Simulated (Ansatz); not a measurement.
## Electric field gradients in Si3N4 at a changed volume

The cell is a COD entry, relaxed with PBE at fixed cell and then changed (volume scaled by 1.04, ions relaxed).

Space group I-43d (No. 220); a = 6.5599 Å.

| site | Wyckoff | site symmetry | x | y | z |
| --- | --- | --- | --- | --- | --- |
| Si | 12b | -4.. | 0.3750 | 0.5000 | 0.7500 |
| N | 16c | .3. | 0.2825 | 0.2825 | 0.2825 |

One atom of each set is listed; the run and its k-mesh use a cell of 14 atoms with edges of 5.68, 5.68, 5.68 Å.

Computed with Ansatz: DFT, PBE, plane waves and PAW, scalar-relativistic, 420 eV cutoff, Γ-centred 6×6×6 k-points, Fermi–Dirac smearing 0.02 eV.

Conventions: |V_zz| ≥ |V_yy| ≥ |V_xx|, η = (V_xx − V_yy)/V_zz, C_Q = eQV_zz/h.

14N: I = 1, Q = 20.44 mb. Nuclear quadrupole moments: year-2017 set (Pyykkö).

(1) Which values are expected at the nuclei?

Results:

(1) 

| site | atoms | first shell | V_zz (10²¹ V/m²) | η | C_Q (MHz) |
| --- | --- | --- | --- | --- | --- |
| Si | 6 | 4 N at 1.77 Å | -0.20 | 0.00 | – |
| N | 8 | 3 Si at 1.77 Å | -6.10 | 0.00 | -3.01 |

An axis of threefold or higher order runs through Si and N, so V_zz lies along it and η is zero.

Si has no stable isotope with a ground-state quadrupole moment in the table, so no C_Q is given.

At this changed cell the PBE pressure is -8 GPa.

The relaxation (3 steps) took 8.7 s of wall time (31 s of CPU time) and 0.51 GiB at its peak, on 4 threads of Arm Neoverse V1 (aarch64; 8 cores open to the job, memory cap 8.0 GiB, no GPU), a shared host with a load of 0.5 a core.
